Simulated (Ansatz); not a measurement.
# Hf (P-1) in Ansatz: a series of runs

One crystal, Hf, is run at these levels: PBE; tasks: relaxation of cell and atoms.

All numbers are computed with Ansatz 0.2.0; they aren't measurements. Logs are shortened: lines on timing, memory, paths and dates and some standing lists are left out, and cuts for length are marked.

## (1) The cell of the first run

The typed cell holds 2 atoms: a = 3.140 Å, b = 3.140 Å, c = 4.440 Å, α = 90.00°, β = 90.00°, γ = 90.00°.

This isn't the form of Hf at room conditions, which is hcp.

## (2) Relaxation of cell and atoms, PBE (all atoms moved at random, sigma 0.1 Å a component)

Contents of input.yaml:

```yaml
crystal:
  lattice:
    - [0.0, -2.22, -2.22]
    - [0.0, 2.22, -2.22]
    - [4.44, 0.0, 0.0]
  atoms:
    - { symbol: Hf, position: [0.51381984, 0.48086227, 0.50614217] }
    - { symbol: Hf, position: [0.98618016, 0.01913773, 0.99385783] }
hamiltonian:
  xc: pbe
  pseudopotentials: { kind: paw }
kpoints:
  mp_grid: { grid: [9, 9, 6] }
scf:
  occupations: { method: fermi_dirac, width: 0.05 }
output:
  forces: true
  stress: true
  eigenvalues: true
  write_density: true
  write_potential: true
  elf: true
  volumetric_format: npy
relax:
  f_tol: 0.01
  max_steps: 40
  cell: { stress_tol: 0.05 }
```

Potentials or basis: Ansatz PAW.

The run is started by

```bash
ansatz run input.yaml --threads 2 --pin off --max-ram 5632MiB --backend cpu --events-out ev --progress --plain --runs-dir out
```

What it wrote:

```text
Warning: RAYON_NUM_THREADS=2 ignored (pool sized by the plan → 2); use --threads N
Engine: ansatz 0.2.0, aarch64-unknown-linux-gnu
Pseudopotentials: kind: paw
Pseudopotential: Hf, paw, valence charge 26, recommended cutoff 420 eV (normal), Hf.paw.azcp
Functional definition: PBE
  parameter kappa = 0.804
  parameter beta = 0.06672455060314922
  exchange = pbe_x(kappa = kappa, mu = beta*pi^2/3)
  correlation = pbe_c(beta = beta)
Crystal: 2 atoms, lattice volume = 43.764 Å³
Basis set: ecut = 420 eV, 855 PW (Γ), exchange–correlation on 48×48×60 points (8 copies of the dense FFT grid, shifted against one another)
Bands: 32, of which v1, the nominal top of the filled ones, is band 26 counted from 1 (25 counted from 0)
Symmetry: 2 space group operations
Space group: P-1 (ITA 2), of the structure as read, at distance tolerance 3.5e-5 Å
k-points: 244 of 486
Non-local potential: Hf, projectors of the file, l = 0: 3, l = 1: 2, l = 2: 2, l = 3: 3
PAW form: soft (Blöchl's): semilocal exchange-correlation on the pseudo side does not see the compensation charge
PAW one-centre angular grid: Hf, 590 points (default); XC on 64 Gauss nodes
Initial density: superposition of atomic densities (neutral atoms: chi_scale 0, normalization atom), corrected by the library's trained network
Initial wavefunctions: pseudopotential atomic-orbital guess
Functional: x = pbe(κ = 0.804, μ = 0.2195149727645171), c = pbe(β = 0.06672455060314922)
SCF iter   1: F=—  HF=-31442.533112 eV  |F-HF|=—  |Δ(HF+E_count)|=         —  Δρ=2.67e-3  dr2=1.85e-3  ethr=1.77e-3  ⟨swp⟩=5.0  Hψ=25949  notcnv=0  defer=1
preconditioner: auto → Kerker (q_TF=auto, 2.808 Å⁻¹)  [metal: Δε(μ)=0.002 eV  Ē_g=17.536 eV  σ=0.050 eV  W_gap=0.01  n_scr=14 (ndim 8)  ℏωp=38.9 eV  f_vac=0.000  D(μ)=3.29/eV (n_scr^D=36)]
SCF iter   2: F=—  HF=-31442.533325 eV  |F-HF|=—  |Δ(HF+E_count)|=   2.13e-4  Δρ=1.69e-3  dr2=7.90e-4  ethr=3.57e-6  ⟨swp⟩=2.1  Hψ=12898  notcnv=0  defer=1
SCF iter   3: F=—  HF=-31442.533470 eV  |F-HF|=—  |Δ(HF+E_count)|=   1.45e-4  Δρ=3.13e-4  dr2=4.29e-5  ethr=1.52e-6  ⟨swp⟩=3.0  Hψ=14258  notcnv=0  defer=1
SCF iter   4: F=—  HF=-31442.533450 eV  |F-HF|=—  |Δ(HF+E_count)|=   1.99e-5  Δρ=1.84e-4  dr2=9.51e-6  ethr=8.25e-8  ⟨swp⟩=2.0  Hψ=14094  notcnv=0  defer=1
SCF iter   5: F=—  HF=-31442.533449 eV  |F-HF|=—  |Δ(HF+E_count)|=   7.46e-7  Δρ=4.78e-5  dr2=5.00e-7  ethr=1.83e-8  ⟨swp⟩=2.9  Hψ=14159  notcnv=0  defer=1
SCF iter   6: F=-31442.533450 eV  HF=-31442.533450 eV  |F-HF|=1.79e-8  |Δ(HF+E_count)|=   5.48e-7  Δρ=1.61e-5  dr2=7.54e-8  ethr=1.92e-10  ⟨swp⟩=11.3  Hψ=65073  notcnv=0
SCF 1 converged in 6 iterations: F = -31442.533450 eV  dr2 = 7.54e-8
  Residual-converged pass: ⟨swp⟩=1.0  Hψ=8812  notcnv=0  max |occ|·‖R‖ = 7.1e-9 eV (tolerance 1.0e-8 eV)  dr2=7.54e-8  dr2_onsite=8.08e-8  max |Δocc| = 1.5e-10
relax step   1: F+E_penalty+E_count = -31442.53344982 eV  Δ(F+E_penalty+E_count) = +0.000e0 eV  max|allowed force component| = 4.657e-1 eV/Å  Δτ_max = 0.0000 Å  P = +3.733 GPa  Ω = 43.764 Å³  (6 SCF iters, dr2 threshold 1.00e-7 eV, accepted)
[... 58 lines left out ...]
basis re-selected at this cell: Δ(F+E_penalty+E_count) = -4.168e-4 eV, ΔP = +0.000 GPa vs the last step (what re-selecting the basis moved, of the pressure what is left beyond the Pulay correction that the steps carried, after the strain that the cell walked since its last selection, with what the two solves' SCF thresholds leave and, on support functions, any second-order correction that the steps lacked; it is no measure of the basis error at this ecutwfc). This SCF's stress stands 1.31e-2 GPa from its target on what of the cell is left free (relax.cell.stress_tol is 5.00e-2 GPa) and its largest allowed force component is 3.74e-5 eV/Å (relax.f_tol is 1.00e-2 eV/Å): within both
SCF converged after 6 iterations
Free energy (F): -31442.591808 eV
Harris-Foulkes:  -31442.591808 eV  (|F-HF|=3.64e-12)
Internal energy: -31442.564571 eV  (E = F + TS)
E sigma→0 (E₀):  -31442.578189 eV
Entropy (-TS):   -0.027237 eV (-13.619 meV/atom)
Fermi energy:    19.510564 eV
--- Per-component energies (eV) ---
  E_band       = 59.412132
  E_kinetic    = 847.810828
  E_local      = -10197.159384  (includes V_loc(G=0)·N_el)
  E_nonlocal   = -2488.821453
  E_hartree    = 4792.621467
  E_xc         = -599.933086
  E_vxc        = -532.009796  (∫ρ·V_xc dr)
  E_paw        = -13855.394031  (= ΣΔE_a)
  E_vpaw       = 2844.348695  (= ΣTr[D̂ρ^β])
  E_aug_tail   = -0.000002  (compensation charges beyond the density's cutoff)
  E_ewald      = -9941.688909
  E_smearing   = -0.027237  (= −TS)
  E_closure    = -0.000000  (closes the sum)
  Σ components = -31442.591808   (vs F -31442.591808, Δ=0.00e0)
--- Forces (eV/Å), atoms counted from 1 ---
  atom   1  Hf     0.00001653    -0.00003737     0.00000483
  atom   2  Hf    -0.00001653     0.00003737    -0.00000483
  max |Σ_I F_I| component: 0.00e0 eV/Å
--- Stress (GPa, compression-positive) ---
        0.002913      -0.000147       0.000036
       -0.000147      -0.010291      -0.001346
        0.000036      -0.001346       0.012982
  P = ⅓ Tr σ = 0.0019 GPa (0.019 kbar)
--- Band table (eV; the first three rows and the last of 244) ---
  k-point 0: bands = ["-42.2643", "-42.1830", "-11.2852", "-10.8454", "-10.8443", "-10.5492", "-10.5492", "-10.5476", "7.7709", "7.7899", "7.7900", "7.7900", "7.7920", "7.8101", "7.8101", "7.8153", "7.8286", "7.8286", "7.8499", "7.8612", "7.8612", "7.8624", "12.3213", "16.3001", "17.3658", "20.8187", "20.8261", "20.9876", "22.1066", "23.5063", "23.7474", "25.7138"]
  k-point 1: bands = ["-42.2588", "-42.1884", "-11.2408", "-10.8259", "-10.8249", "-10.6027", "-10.5694", "-10.5694", "7.7757", "7.7925", "7.7926", "7.7926", "7.7947", "7.8125", "7.8132", "7.8132", "7.8261", "7.8262", "7.8440", "7.8574", "7.8575", "7.8575", "12.6455", "16.3045", "17.5355", "20.6068", "21.0056", "21.0122", "21.4095", "23.2984", "23.6284", "25.2680"]
  k-point 2: bands = ["-42.2440", "-42.2033", "-11.1163", "-10.7724", "-10.7716", "-10.7486", "-10.6243", "-10.6241", "7.7890", "7.7946", "7.7998", "7.7999", "7.8059", "7.8076", "7.8185", "7.8186", "7.8226", "7.8227", "7.8283", "7.8438", "7.8475", "7.8475", "13.5566", "15.9468", "18.0304", "19.7398", "20.6356", "21.5648", "21.5695", "22.1942", "23.7555", "23.7572"]
  k-point 243: bands = ["-42.2093", "-42.1977", "-11.1971", "-11.1478", "-10.8577", "-10.7579", "-10.7106", "-10.6727", "7.7844", "7.7882", "7.7930", "7.7985", "7.8010", "7.8076", "7.8201", "7.8239", "7.8297", "7.8319", "7.8326", "7.8417", "7.8420", "7.8488", "16.0456", "17.0475", "18.7530", "18.9797", "19.6971", "20.0510", "21.7065", "21.8740", "24.0602", "24.7109"]
--- Relaxed structure (5 steps of the walk, 5 accepted, 1 SCFs on fresh bases) ---
  F+E_penalty+E_count = -31442.59180797 eV   max|allowed force component| = 3.737e-5 eV/Å   (the final SCF, on the basis selected at the relaxed cell)
  cell:  # Å, volume = 45.2335 Å³
    - [-1.9316379488728923e-6, -2.2564331697629174, -2.254983047726396]
    - [3.1830609107322226e-6, 2.256383358093071, -2.2549332360565493]
    - [4.445019063197499, 5.114698859605115e-6, -1.2514229618593306e-6]
  atoms:
    - { symbol: Hf, position: [0.49999876171952373, 0.5000016006696865, 0.4999995618285777] }
    - { symbol: Hf, position: [1.000001238280476, -1.6006696866854853e-6, 1.0000004381714227] }
```

rho_z.tsv:

```text
# z_ang	rho[e/angstrom^3]
# format = ansatz-planar-average/11
# lattice	-0.000001932	-2.256433170	-2.254983048
# lattice	0.000003183	2.256383358	-2.254933236
# lattice	4.445019063	0.000005115	-0.000001251
# sites	2
# site	72	2.222508210	-0.000015943	-2.254959585
# site	72	4.445019079	-2.256434461	-2.254983482
0.000000	2.685411e0
0.148167	2.459357e0
0.296335	1.896663e0
0.444502	1.251972e0
0.592669	7.386157e-1
0.740837	4.276628e-1
[... 22 lines left out ...]
4.148684	1.896645e0
4.296852	2.459346e0
```

v_z.tsv:

```text
# z_ang	v_es[eV]	v_tot[eV]
# format = ansatz-planar-average/11
# xc	pbe
# density_cutoff_ev	1680
# datasets	Hf=:simpson_from_first_knot:soft
# lattice	-0.000001932	-2.256433170	-2.254983048
# lattice	0.000003183	2.256383358	-2.254933236
# lattice	4.445019063	0.000005115	-0.000001251
# sites	2
# site	72	2.222508210	-0.000015943	-2.254959585
# site	72	4.445019079	-2.256434461	-2.254983482
0.000000	8.206069e0	-5.434045e0
0.148167	8.434850e0	-4.981135e0
0.296335	9.174558e0	-3.647788e0
0.444502	1.051527e1	-1.528894e0
0.592669	1.242190e1	1.144986e0
0.740837	1.451743e1	3.937328e0
[... 22 lines left out ...]
4.148684	9.174588e0	-3.647733e0
4.296852	8.434863e0	-4.981107e0
```

It took 66 s on 2 threads of Arm Neoverse V1, shared host; peak memory 0.54 GiB.

Results:

* Free energy: -31442.5918 eV
* Relaxed volume: 22.62 Å³/atom
* Relaxed cell: a = 3.190 Å, b = 3.190 Å, c = 4.445 Å, α = 90.00°, β = 90.00°, γ = 90.04°
* Space group after relaxing (to 0.05 Å): I4/mmm (No. 139)
* Energy gained by relaxing: 29.2 meV/atom
* Ionic steps: 6
* Pressure after relaxing: 0.0 GPa
* Band gap on the k mesh: none (metal or under the smearing width)

The path:
| step | energy change (eV) | largest force (eV/Å) | volume (Å³) |
| --- | --- | --- | --- |
| 1 | 0.0000 | 0.5703 | 43.76 |
| 2 | -0.0118 | 0.3555 | 47.09 |
| 3 | -0.0577 | 0.0062 | 45.12 |
| 4 | -0.0579 | 0.0003 | 45.23 |
| 5 | -0.0579 | 0.0000 | 45.23 |
| 6 | -0.0584 | 0.0000 | 45.23 |

Final structure:
```
Hf
1.0
     0.00000   -2.25643   -2.25498
     0.00000    2.25638   -2.25493
     4.44502    0.00001    0.00000
Hf
2
Direct
  0.50000 0.50000 0.50000
  0.00000 0.00000 0.00000
```

Levels at points of the mesh, in eV from the Fermi level:
```
            k point  band 23  band 24  band 25  band 26  band 27  band 28  band 29  band 30
 (0.00, 0.00, 0.00)    -7.19    -3.21    -2.14     1.31     1.32     1.48     2.60     4.00
(0.00, 0.00, -0.50)    -4.68    -4.68    -0.71    -0.71     1.54     1.54     2.98     2.98
```

Caveat: the plane-wave basis is chosen anew once the cell has moved, so the energies of steps on either side of that aren't comparable. The run has no spin-orbit coupling, so splittings on Hf are missing.

## (3) Relaxation of cell and atoms, PBE, target pressure 2 GPa, at which the enthalpy is minimised (all atoms moved at random, sigma 0.1 Å a component)

input.yaml, as its differences from that of step 2:

```diff
@@ -19,6 +19,2 @@
   eigenvalues: true
-  write_density: true
-  write_potential: true
-  elf: true
-  volumetric_format: npy
 relax:
@@ -26,2 +22,2 @@
   max_steps: 40
-  cell: { stress_tol: 0.05 }
+  cell: { stress_tol: 0.05, p_target: 2.0 }
```

Potentials or basis: Ansatz PAW.

The run is started by

```bash
ansatz run input.yaml --threads 2 --pin off --max-ram 5632MiB --backend cpu --events-out ev --progress --plain --runs-dir out
```

It took 56 s on 2 threads of Arm Neoverse V1, shared host; peak memory 0.53 GiB.

The run converged. Its results:

```yaml
Free_energy: -31442.5866 eV
Relaxed_volume: 22.19 Å³/atom
Relaxed_cell: a = 3.172 Å, b = 3.172 Å, c = 4.412 Å, α = 90.00°, β = 90.00°, γ = 90.08°
Space_group_after_relaxing_to_0.05_Å: I4/mmm (No. 139)
Energy_change_on_relaxing_the_enthalpy_is_what_falls: -26.6 meV/atom
Ionic_steps: 6
Pressure_after_relaxing: 2.0 GPa
Band_gap_on_the_k_mesh: none (metal or under the smearing width)
```

The path:
```
step  energy change (eV)  largest force (eV/Å)  volume (Å³)
   1              0.0000                0.5703        43.76
   2             -0.0295                0.4338        45.06
   3             -0.0488                0.0066        44.14
   4             -0.0535                0.0088        44.44
   5             -0.0530                0.0007        44.38
   6             -0.0531                0.0005        44.38
```

Final structure:
```
CELL_PARAMETERS angstrom
-0.00004 -2.24424 -2.24123
0.00004 2.24449 -2.24148
4.41164 0.00008 0.00000
ATOMIC_POSITIONS crystal
Hf 0.50001 0.49998 0.49999
Hf 0.99999 0.00002 0.00001
```

Levels at points of the mesh, in eV from the Fermi level:
| k point | band 22 | band 23 | band 24 | band 25 | band 26 | band 27 | band 28 | band 29 | band 30 | band 31 |
| --- | --- | --- | --- | --- | --- | --- | --- | --- | --- | --- |
| (0.00, 0.00, 0.00) | -11.59 | -7.25 | -3.29 | -2.22 | 1.30 | 1.32 | 1.50 | 2.72 | 4.05 | 4.33 |
| (0.00, 0.00, -0.50) | -11.62 | -4.69 | -4.69 | -0.75 | -0.75 | 1.56 | 1.56 | 3.02 | 3.02 | 3.02 |

Caveat: the plane-wave basis is chosen anew once the cell has moved, so the energies of steps on either side of that aren't comparable. PBE usually gives volumes a little too large and moduli too small.

## (4) Relaxation of cell and atoms, PBE, target pressure 5 GPa, at which the enthalpy is minimised (all atoms moved at random, sigma 0.1 Å a component)

input.yaml, as its differences from that of step 3:

```diff
@@ -22,2 +22,2 @@
   max_steps: 40
-  cell: { stress_tol: 0.05, p_target: 2.0 }
+  cell: { stress_tol: 0.05, p_target: 5.0 }
```

The run is started by

```bash
ansatz run input.yaml --threads 2 --pin off --max-ram 5632MiB --backend cpu --events-out ev --progress --plain --runs-dir out
```

Run time: 58 s. Hardware: 2 threads of Arm Neoverse V1, shared host; peak memory 0.53 GiB.

It converged, with:

```yaml
Free_energy: -31442.5616 eV
Relaxed_volume: 21.61 Å³/atom
Relaxed_cell: a = 3.144 Å, b = 3.144 Å, c = 4.373 Å, α = 90.00°, β = 90.00°, γ = 90.05°
Space_group_after_relaxing_to_0.05_Å: I4/mmm (No. 139)
Energy_change_on_relaxing_the_enthalpy_is_what_falls: -14.1 meV/atom
Ionic_steps: 5
Pressure_after_relaxing: 5.0 GPa
Band_gap_on_the_k_mesh: none (metal or under the smearing width)
```

Step by step:
```csv
step,energy change (eV),largest force (eV/Å),volume (Å³)
1,0.0000,0.5703,43.76
2,-0.0246,0.0260,43.13
3,-0.0280,0.0007,43.22
4,-0.0283,0.0001,43.23
5,-0.0281,0.0001,43.23
```

Final structure:
```yaml
crystal:
  lattice:
    - [0.00001, -2.22408, -2.22226]
    - [0.00002, 2.22420, -2.22239]
    - [4.37262, 0.00001, -0.00002]
  atoms:
    - { symbol: Hf, position: [0.50000, 0.50000, 0.50000] }
    - { symbol: Hf, position: [0.00000, 0.00000, 0.00000] }
```

Levels at points of the mesh, in eV from the Fermi level:
| k point | band 24 | band 25 | band 26 | band 27 | band 28 | band 29 |
| --- | --- | --- | --- | --- | --- | --- |
| (0.00, 0.00, 0.00) | -3.41 | -2.32 | 1.31 | 1.32 | 1.51 | 2.87 |
| (0.00, 0.00, -0.50) | -4.72 | -0.81 | -0.81 | 1.58 | 1.58 | 3.09 |

Caveat: the plane-wave basis is chosen anew once the cell has moved, so the energies of steps on either side of that aren't comparable.

## (5) Summary

| cell | target pressure (GPa) | gap on the mesh (eV) | pressure (GPa) |
| --- | --- | --- | --- |
| relaxed from: all atoms moved at random, sigma 0.1 Å a component | - | none | 0.0 |
| relaxed to 2 GPa from: all atoms moved at random, sigma 0.1 Å a component | 2 | none | 2.0 |
| relaxed to 5 GPa from: all atoms moved at random, sigma 0.1 Å a component | 5 | none | 5.0 |

Alike in all rows: task relaxation of cell and atoms; level PBE; potentials or basis Ansatz PAW; no spin polarisation; k mesh 9 × 9 × 6; cutoff (eV) 420; smearing fermi-dirac 0.05 eV.

Caveats: the plane-wave basis is chosen anew once the cell has moved, so the energies of steps on either side of that aren't comparable.

Total energies depend on the potentials used, so only differences within one code and one set of settings carry meaning.
